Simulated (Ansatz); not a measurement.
# Ge (Fd-3m) in Ansatz: a series of runs

One crystal, Ge, is run at these levels: PBEsol; tasks: single point, equation of state.

Program: Ansatz 0.2.0. These are calculated values, not measurements. Logs are shortened: lines on timing, memory, paths and dates and some standing lists are left out, and cuts for length are marked.

**Experimental background.**

From “Sub-monolayer structures of Ag overlayers on Ge(111): experimental observations and first-principles study”, 2019, arxiv:1908.00180, for a bulk crystal of Ge: bulk modulus 75.8 GPa.

The runs below are set against these values where they give the same quantity.

## 1. The crystal as given

The structure is cubic, space group Fd-3m (No. 227). The conventional cell has a = 5.658 Å, b = 5.658 Å, c = 5.658 Å, α = 90.00°, β = 90.00°, γ = 90.00°. Ge (site symmetry -43m) has 4 Ge at 2.45 Å as nearest neighbours.

## 2. Single point, PBEsol, 21.28 Å³/atom (volume scaled by 0.94)

input.yaml reads:

```yaml
crystal:
  lattice:
    - [0.0, 2.7711609388, 2.7711609388]
    - [2.7711609388, 0.0, 2.7711609388]
    - [2.7711609388, 2.7711609388, 0.0]
  atoms:
    - { symbol: Ge, position: [0.75, 0.75, 0.75] }
    - { symbol: Ge, position: [0.5, 0.5, 0.5] }
kpoints:
  mp_grid: { grid: [8, 8, 8] }
scf:
  occupations: { method: fermi_dirac, width: 0.05 }
hamiltonian:
  xc: pbesol
  pseudopotentials: { kind: all_electron, lapw: { basis_error: 0.001 } }
output:
  forces: true
  stress: true
  eigenvalues: true
```

Potentials or basis: all-electron LAPW, scalar-relativistic.

Command:

```console
ansatz run input.yaml --threads 1 --pin off --max-ram 3072MiB --backend cpu --events-out ev --progress --plain --runs-dir out
```

The log of the run:

```text
Warning: RAYON_NUM_THREADS=1 ignored (pool sized by the plan → 1); use --threads N
LAPW: plane waves up to 9.354 Å⁻¹, error target 1.0e-3 eV per atom; small_component_spin mean_spin; Ge in spheres of 1.200 Å, 22 of its electrons in bands, Dirac shells [] (how accurate: hamiltonian.pseudopotentials.lapw.basis_error, Limitations)
Engine: ansatz 0.2.0, x86_64-unknown-linux-gnu
Pseudopotentials: kind: all_electron
Pseudopotential: Ge, LAPW, valence charge 22, lapw/all_electron/scalar/gaussian/Ge, Koelling and Harmon's equation, gaussian nucleus
Functional definition: PBEsol
  exchange = pbesol_x
  correlation = pbesol_c
Crystal: 2 atoms, lattice volume = 42.561 Å³
Basis set: ecut = 333.3398208491656 eV, 609 PW (Γ), exchange–correlation at level 2
Bands: 27, of which v1, the nominal top of the filled ones, is band 22 counted from 1 (21 counted from 0)
Symmetry: 48 space group operations
Space group: Fd-3m (ITA 227), of the structure as read, at distance tolerance 3.5e-5 Å
k-points: 29 of 512
Non-local potential: Ge, projectors of the file, none
Initial density: superposition of atomic densities (chi_scale 0.1, normalization cell)
Initial wavefunctions: plane waves of lowest kinetic energy (no species holds an atomic orbital)
Functional: x = pbesol(κ = 0.804, μ = 0.12345679012345678), c = pbesol(β = 0.046)
iter 1 solved again at ethr=1.04e-3 eV; its pass at ethr=1.00e-1 eV (dr2=4.59e-1 eV) is discarded
SCF iter   1: F=—  HF=-114149.753064 eV  |F-HF|=—  |Δ(HF+E_count)|=         —  Δρ=3.15e-2  dr2=4.61e-1  ethr=1.04e-3  ⟨swp⟩=2.1  Hψ=4829  notcnv=0
preconditioner: auto → none  [insulator: Δε(μ)=0.456 eV  Ē_g=24.541 eV  σ=0.050 eV  W_gap=0.98  n_scr=14 (ndim 8)  ℏωp=30.1 eV  f_vac=0.059  D(μ)=0.01/eV (n_scr^D=0)  ε∞_Penn≈2.5]
SCF iter   2: F=—  HF=-114149.635798 eV  |F-HF|=—  |Δ(HF+E_count)|=   1.17e-1  Δρ=1.36e-2  dr2=8.00e-2  ethr=1.04e-3  ⟨swp⟩=2.0  Hψ=2320  notcnv=0
iter 3 solved again at ethr=7.62e-7 eV; its pass at ethr=1.82e-4 eV (dr2=3.35e-4 eV) is discarded
SCF iter   3: F=—  HF=-114149.620627 eV  |F-HF|=—  |Δ(HF+E_count)|=   1.52e-2  Δρ=1.27e-3  dr2=3.38e-4  ethr=7.62e-7  ⟨swp⟩=2.7  Hψ=3975  notcnv=0
SCF iter   4: F=—  HF=-114149.616408 eV  |F-HF|=—  |Δ(HF+E_count)|=         —  Δρ=4.99e-4  dr2=5.54e-5  ethr=7.62e-7  ⟨swp⟩=3.0  Hψ=2351  notcnv=0
the basis was enlarged: its passes take 185.9 KiB over the memory plan, 1 of 1 planned eigensolver slots
SCF iter   5: F=—  HF=-114149.616424 eV  |F-HF|=—  |Δ(HF+E_count)|=   1.60e-5  Δρ=6.54e-5  dr2=1.10e-6  ethr=1.26e-7  ⟨swp⟩=3.0  Hψ=2239  notcnv=0
SCF iter   6: F=-114149.616426 eV  HF=-114149.616426 eV  |F-HF|=1.89e-8  |Δ(HF+E_count)|=   1.75e-6  Δρ=6.90e-6  dr2=1.39e-8  ethr=2.51e-9  ⟨swp⟩=3.0  Hψ=2296  notcnv=0
SCF 1 converged in 6 iterations: F = -114149.616426 eV  dr2 = 1.39e-8
SCF converged after 6 iterations
Free energy (F): -114149.616426 eV
Harris-Foulkes:  -114149.616426 eV  (|F-HF|=1.89e-8)
Internal energy: -114149.616129 eV  (E = F + TS)
E sigma→0 (E₀):  -114149.616277 eV
Entropy (-TS):   -0.000297 eV (-0.149 meV/atom)
Fermi energy:    10.935391 eV
--- Per-component energies (eV) ---
  E_band       = -2050.362469
  E_kinetic    = 116535.642247
  E_xc         = -4257.233058
  E_electrostatic = -226428.025317  (all electrons and nuclei)
  E_smearing   = -0.000297  (= −TS)
  E_closure    = 0.000000  (closes the sum)
  E_atoms      = -114139.838039  (free atoms, spherical and without spin; not in F)
  Σ components = -114149.616426   (vs F -114149.616426, Δ=0.00e0)
  Basis errors (estimates in eV, not in F): energy 4.3e-4 per atom: plane waves 4.0e-4 (2.3e-4 summed), levels above the bands 2.6e-67, relativity 1.2e-8, radial functions 3.4e-5, core shells 7.6e-11; eigenvalues (radial functions only) 4.9e-7; not estimated: angular momenta, meshes, grids; target (lapw.basis_error) 1.0e-3; muffin-tin radii Ge 1.200 Å
--- Forces (eV/Å), atoms counted from 1 ---
  atom   1  Ge     0.00000000     0.00000000     0.00000000
  atom   2  Ge     0.00000000     0.00000000     0.00000000
  max |Σ_I F_I| component: 2.46e-18 eV/Å
--- Stress (GPa, compression-positive) ---
        5.632302      -0.000000       0.000000
       -0.000000       5.632302      -0.000000
        0.000000      -0.000000       5.632302
  P = ⅓ Tr σ = 5.6323 GPa (56.323 kbar)
--- Band table (eV; the first three rows and the last of 29) ---
  k-point 0: bands = ["-152.6723", "-152.6689", "-99.9858", "-99.9858", "-99.9858", "-99.9742", "-99.9742", "-99.9742", "-14.1200", "-14.1200", "-14.1200", "-14.0789", "-14.0789", "-13.8308", "-13.8308", "-13.8308", "-13.8117", "-13.8117", "-2.4902", "10.7942", "10.7942", "10.7942", "11.3578", "13.3444", "13.3444", "13.3444", "17.1701"]
  k-point 1: bands = ["-152.6722", "-152.6690", "-99.9859", "-99.9859", "-99.9856", "-99.9744", "-99.9741", "-99.9741", "-14.1297", "-14.1297", "-14.1171", "-14.0652", "-14.0652", "-13.8438", "-13.8438", "-13.8343", "-13.8008", "-13.8008", "-2.2880", "8.4864", "10.4275", "10.4275", "12.0807", "13.8286", "13.8286", "14.4550", "18.1720"]
  k-point 2: bands = ["-152.6719", "-152.6692", "-99.9862", "-99.9862", "-99.9852", "-99.9749", "-99.9738", "-99.9738", "-14.1414", "-14.1414", "-14.1100", "-14.0448", "-14.0448", "-13.8593", "-13.8593", "-13.8429", "-13.7893", "-13.7893", "-1.6992", "5.9613", "9.8408", "9.8408", "11.6241", "14.4765", "14.4765", "16.7319", "18.7585"]
  k-point 28: bands = ["-152.6706", "-152.6706", "-99.9873", "-99.9873", "-99.9800", "-99.9800", "-99.9727", "-99.9727", "-14.1759", "-14.1759", "-14.0105", "-14.0105", "-13.9519", "-13.9519", "-13.9134", "-13.9134", "-13.7505", "-13.7505", "1.7681", "1.7681", "6.5513", "6.5513", "15.3262", "15.3262", "15.4645", "15.4645", "22.2552"]
```

It took 18 s on 1 thread of Intel Xeon at 2.50GHz (Skylake/Cascade Lake), shared host; peak memory 0.3 GiB.

Results:

```
Free energy            : -114149.6164 eV
Pressure               : 5.6 GPa
Band gap on the k mesh : 0.31 eV, indirect (least direct gap 0.56 eV)
```

## 3. Single point, PBEsol, 21.73 Å³/atom (volume scaled by 0.96)

input.yaml, as its differences from that of step 2:

```diff
@@ -2,5 +2,5 @@
   lattice:
-    - [0.0, 2.7711609388, 2.7711609388]
-    - [2.7711609388, 0.0, 2.7711609388]
-    - [2.7711609388, 2.7711609388, 0.0]
+    - [0.0, 2.7906767997, 2.7906767997]
+    - [2.7906767997, 0.0, 2.7906767997]
+    - [2.7906767997, 2.7906767997, 0.0]
   atoms:
```

Potentials or basis: all-electron LAPW, scalar-relativistic.

Command:

```console
ansatz run input.yaml --threads 1 --pin off --max-ram 3072MiB --backend cpu --events-out ev --progress --plain --runs-dir out
```

Run time: 20 s. Hardware: 1 thread of Intel Xeon at 2.50GHz (Skylake/Cascade Lake), shared host; peak memory 0.31 GiB.

The run converged. Its results:

```yaml
Free_energy: -114149.6428 eV
Pressure: 3.7 GPa
Band_gap_on_the_k_mesh: 0.25 eV, indirect (least direct gap 0.37 eV)
```

## 4. Single point, PBEsol, 22.19 Å³/atom (volume scaled by 0.98)

input.yaml, as its differences from that of step 3:

```diff
@@ -2,5 +2,5 @@
   lattice:
-    - [0.0, 2.7906767997, 2.7906767997]
-    - [2.7906767997, 0.0, 2.7906767997]
-    - [2.7906767997, 2.7906767997, 0.0]
+    - [0.0, 2.8099234548, 2.8099234548]
+    - [2.8099234548, 0.0, 2.8099234548]
+    - [2.8099234548, 2.8099234548, 0.0]
   atoms:
```

Command:

```console
ansatz run input.yaml --threads 1 --pin off --max-ram 3072MiB --backend cpu --events-out ev --progress --plain --runs-dir out
```

It took 21 s on 1 thread of Intel Xeon at 2.50GHz (Skylake/Cascade Lake), shared host; peak memory 0.3 GiB.

It converged, with:

```yaml
Free_energy: -114149.6592 eV
Pressure: 2.1 GPa
Band_gap_on_the_k_mesh: 0.17 eV, direct
```

## 5. Single point, PBEsol, 22.64 Å³/atom

input.yaml, as its differences from that of step 4:

```diff
@@ -2,5 +2,5 @@
   lattice:
-    - [0.0, 2.8099234548, 2.8099234548]
-    - [2.8099234548, 0.0, 2.8099234548]
-    - [2.8099234548, 2.8099234548, 0.0]
+    - [0.0, 2.82891, 2.82891]
+    - [2.82891, 0.0, 2.82891]
+    - [2.82891, 2.82891, 0.0]
   atoms:
```

Command:

```console
ansatz run input.yaml --threads 1 --pin off --max-ram 3072MiB --backend cpu --events-out ev --progress --plain --runs-dir out
```

It took 21 s on 1 thread of Intel Xeon at 2.50GHz (Skylake/Cascade Lake), shared host; peak memory 0.3 GiB.

The run converged. Its results:

```yaml
Free_energy: -114149.6668 eV
Pressure: 0.6 GPa
Band_gap_on_the_k_mesh: none (metal or under the smearing width)
```

## 6. Single point, PBEsol, 23.09 Å³/atom (volume scaled by 1.02)

input.yaml, as its differences from that of step 5:

```diff
@@ -2,5 +2,5 @@
   lattice:
-    - [0.0, 2.82891, 2.82891]
-    - [2.82891, 0.0, 2.82891]
-    - [2.82891, 2.82891, 0.0]
+    - [0.0, 2.8476450493, 2.8476450493]
+    - [2.8476450493, 0.0, 2.8476450493]
+    - [2.8476450493, 2.8476450493, 0.0]
   atoms:
```

Potentials or basis: all-electron LAPW, scalar-relativistic.

Command:

```console
ansatz run input.yaml --threads 1 --pin off --max-ram 3072MiB --backend cpu --events-out ev --progress --plain --runs-dir out
```

Wall time 20 s (1 thread of Intel Xeon at 2.50GHz (Skylake/Cascade Lake), shared host); peak memory 0.31 GiB.

It converged, with:

| Item | Value |
| --- | --- |
| Free energy | -114149.6667 eV |
| Pressure | -0.7 GPa |
| Band gap on the k mesh | none (metal or under the smearing width) |

## 7. Single point, PBEsol, 23.54 Å³/atom (volume scaled by 1.04)

input.yaml, as its differences from that of step 6:

```diff
@@ -2,5 +2,5 @@
   lattice:
-    - [0.0, 2.8476450493, 2.8476450493]
-    - [2.8476450493, 0.0, 2.8476450493]
-    - [2.8476450493, 2.8476450493, 0.0]
+    - [0.0, 2.8661367691, 2.8661367691]
+    - [2.8661367691, 0.0, 2.8661367691]
+    - [2.8661367691, 2.8661367691, 0.0]
   atoms:
```

Command:

```console
ansatz run input.yaml --threads 1 --pin off --max-ram 3072MiB --backend cpu --events-out ev --progress --plain --runs-dir out
```

It took 20 s on 1 thread of Intel Xeon at 2.50GHz (Skylake/Cascade Lake), shared host; peak memory 0.3 GiB.

Results (log left out):

- Free energy: -114149.6595 eV
- Pressure: -1.8 GPa
- Band gap on the k mesh: none (metal or under the smearing width)

## 8. Single point, PBEsol, 24.00 Å³/atom (volume scaled by 1.06)

input.yaml, as its differences from that of step 7:

```diff
@@ -2,5 +2,5 @@
   lattice:
-    - [0.0, 2.8661367691, 2.8661367691]
-    - [2.8661367691, 0.0, 2.8661367691]
-    - [2.8661367691, 2.8661367691, 0.0]
+    - [0.0, 2.8843929095, 2.8843929095]
+    - [2.8843929095, 0.0, 2.8843929095]
+    - [2.8843929095, 2.8843929095, 0.0]
   atoms:
```

Command:

```console
ansatz run input.yaml --threads 1 --pin off --max-ram 3072MiB --backend cpu --events-out ev --progress --plain --runs-dir out
```

It took 19 s on 1 thread of Intel Xeon at 2.50GHz (Skylake/Cascade Lake), shared host; peak memory 0.3 GiB.

Results (log left out):

- Free energy: -114149.6461 eV
- Pressure: -2.9 GPa
- Band gap on the k mesh: none (metal or under the smearing width)

## 9. Equation of state, PBEsol

Potentials or basis: all-electron LAPW, scalar-relativistic.

This step only gathers the single runs of the series.

What came out:

- Equilibrium volume: 22.85 Å³/atom
- Bulk modulus: 66 GPa
- Pressure derivative of the bulk modulus: 4.8 (rough: it moves with the points fitted)

Energy against volume, from the lowest point:
| volume (Å³/atom) | energy (meV/atom) |
| --- | --- |
| 21.281 | 25.17 |
| 21.733 | 11.98 |
| 22.186 | 3.80 |
| 22.639 | 0.00 |
| 23.092 | 0.05 |
| 23.545 | 3.61 |
| 23.997 | 10.34 |

## 10. How close it comes

Step 9. Against the measured bulk modulus of Ge, 75.8 GPa (quoted in “Sub-monolayer structures of Ag overlayers on Ge(111): experimental observations and first-principles study”, 2019, arxiv:1908.00180), the calculated 66 GPa is off by -12.7 %. The fit is for a static lattice scaled at fixed shape and fixed fractional positions. The cell as given is a measured one (22.64 Å³/atom); PBEsol puts the equilibrium volume +0.9 % from it, thermal expansion not counted.
